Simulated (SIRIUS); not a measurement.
Set up this calculation in SIRIUS 7.12.0, as an ASE script.

```
Task                                        : relaxation of cell and atoms
Functional                                  : PBE
Potentials or basis                         : PseudoDojo 0.4.1 PBE standard (scalar relativistic)
Cutoff                                      : 807 eV
Density cutoff                              : 3227 eV
k mesh                                      : 9 × 9 × 9
Occupations                                 : fermi-dirac, width 0.05 eV
Spin                                        : no spin polarisation
Target pressure                             : 5 GPa
Pressure                                    : 5
Libxc names                                 : ["XC_GGA_X_PBE", "XC_GGA_C_PBE"]
Energy tol                                  : 1e-08 Ha
Density tol                                 : 1e-06
Mixer                                       : anderson
Mixing beta                                 : 0.7
Max scf                                     : 100
Radial cutoff for the potentials' integrals : 6.5 bohr
Optimizer                                   : BFGS
Fmax                                        : 0.02 eV/Å
Max steps                                   : 30
Target pressure                             : 5 GPa
```

The structure of Ta lies in Ta.xyz:

```xyz
1
Lattice="-1.6512800000 1.6512800000 1.6512800000 1.6512800000 -1.6512800000 1.6512800000 1.6512800000 1.6512800000 -1.6512800000" Properties=species:S:1:pos:R:3 pbc="T T T"
Ta     0.0000000000      0.0000000000      0.0000000000
```

These files were run (other wordings do the same):

run.py

```python
import json, subprocess
import numpy as np
from ase import Atoms
from ase.io import read
from ase.calculators.calculator import Calculator, all_changes
from ase.units import Bohr, Hartree, GPa
from ase.optimize import BFGS
from ase.filters import FrechetCellFilter

class Sirius(Calculator):
    """Writes sirius.json, runs sirius.scf and reads out.json."""
    implemented_properties = ["energy", "free_energy", "forces", "stress", "magmom"]

    def __init__(self, config, files):
        super().__init__()
        self.config, self.files, self.calls = config, files, 0

    def calculate(self, atoms=None, properties=["energy"], system_changes=all_changes):
        super().calculate(atoms, properties, system_changes)
        symbols = atoms.get_chemical_symbols()
        types = list(dict.fromkeys(symbols))
        order = [i for t in types for i, s in enumerate(symbols) if s == t]
        frac = atoms.get_scaled_positions(wrap=False)
        m = atoms.get_initial_magnetic_moments()
        m = m if m.ndim == 2 else np.c_[0 * m, 0 * m, m]
        spin = self.config["parameters"]["num_mag_dims"] > 0
        rows = {t: [list(frac[i]) + (list(m[i]) if spin else []) for i in order if symbols[i] == t] for t in types}
        cell = {"lattice_vectors": (atoms.cell[:] / Bohr).tolist(), "atom_types": types, "atom_files": self.files, "atoms": rows}
        json.dump({**self.config, "unit_cell": cell}, open("sirius.json", "w"), indent=1)
        self.calls += 1
        with open(f"sirius_{self.calls:03d}.out", "w") as log:
            subprocess.run(["sirius.scf", "--input=sirius.json", "--output=out.json"], stdout=log, stderr=subprocess.STDOUT, check=True)
        gs = json.load(open("out.json"))["ground_state"]
        if not gs["converged"]:
            raise RuntimeError("SCF did not converge")
        self.results = {"energy": gs["energy"]["free"] * Hartree, "free_energy": gs["energy"]["free"] * Hartree}
        if "forces" in gs:
            f = np.zeros((len(atoms), 3))
            f[order] = np.array(gs["forces"]) * Hartree / Bohr
            self.results["forces"] = f
        if "stress" in gs:
            s = np.array(gs["stress"]) * Hartree / Bohr**3
            self.results["stress"] = s.flat[[0, 4, 8, 5, 2, 1]]
        if spin:
            self.results["magmom"] = gs["magnetisation"]["total"][2]

atoms = read("Ta.xyz")

config = {
    "control": {
        "processing_unit": 'cpu',
        "verbosity": 1,
        "print_forces": True,
        "print_stress": True,
    },
    "parameters": {
        "electronic_structure_method": 'pseudopotential',
        "xc_functionals": ['XC_GGA_X_PBE', 'XC_GGA_C_PBE'],
        "gk_cutoff": 7.7,
        "pw_cutoff": 15.4,
        "ngridk": [9, 9, 9],
        "shiftk": [0, 0, 0],
        "smearing": 'fermi_dirac',
        "smearing_width": 0.0018374661,
        "num_bands": 13,
        "num_mag_dims": 0,
        "num_dft_iter": 100,
        "energy_tol": 1e-08,
        "density_tol": 1e-06,
    },
    "iterative_solver": {
        "type": 'davidson',
        "min_tolerance": 1e-10,
    },
    "mixer": {
        "type": 'anderson',
        "beta": 0.7,
        "max_history": 8,
    },
    "settings": {
        "tol_ne": 1e-10,
        "pseudo_grid_cutoff": 6.5,
    },
}
dft = Sirius(config, {'Ta': 'Ta.json'})
atoms.calc = dft
results = {"symbols": atoms.get_chemical_symbols(), "cell": atoms.cell[:].tolist(), "frac": atoms.get_scaled_positions(wrap=False).tolist(), "steps": []}

def note():
    results["steps"].append({"energy": atoms.get_potential_energy(), "cell": atoms.cell[:].tolist(), "positions": atoms.positions.tolist(),
                             "forces": atoms.get_forces().tolist(), "stress": atoms.get_stress().tolist()})
    json.dump(results, open("results.json", "w"))

opt = BFGS(FrechetCellFilter(atoms, scalar_pressure=5.0 * GPa))
opt.attach(note)
results["converged"] = bool(opt.run(fmax=0.02, steps=30))
print("converged:", results["converged"])
print("cell parameters:", atoms.cell.cellpar().round(5))
print("volume per atom (A^3):", round(atoms.get_volume() / len(atoms), 4))
print(atoms.get_scaled_positions().round(6))
json.dump(results, open("results.json", "w"))
```

Potentials or basis: PseudoDojo 0.4.1 PBE standard (scalar relativistic).

Run with:

```bash
$ upf_to_json Ta.upf
$ OMP_NUM_THREADS=1 python run.py
```

Results of the run:

```
Relaxed volume                                         : 17.85 Å³/atom
Relaxed cell                                           : a = 2.852 Å, b = 2.852 Å, c = 2.852 Å, α = 109.47°, β = 109.47°, γ = 109.47°
Space group after relaxing (to 0.05 Å)                 : Im-3m (No. 229)
Energy change on relaxing (the enthalpy is what falls) : +3.9 meV/atom
Ionic steps                                            : 2
Pressure after relaxing                                : 4.8 GPa
Band gap on the k mesh                                 : none (metal or under the smearing width)
```

It took 12 s on 1 thread of Intel(R) Xeon(R) Platinum 8488C (Sapphire Rapids), with other jobs on the host, peak memory 0.17 GiB.
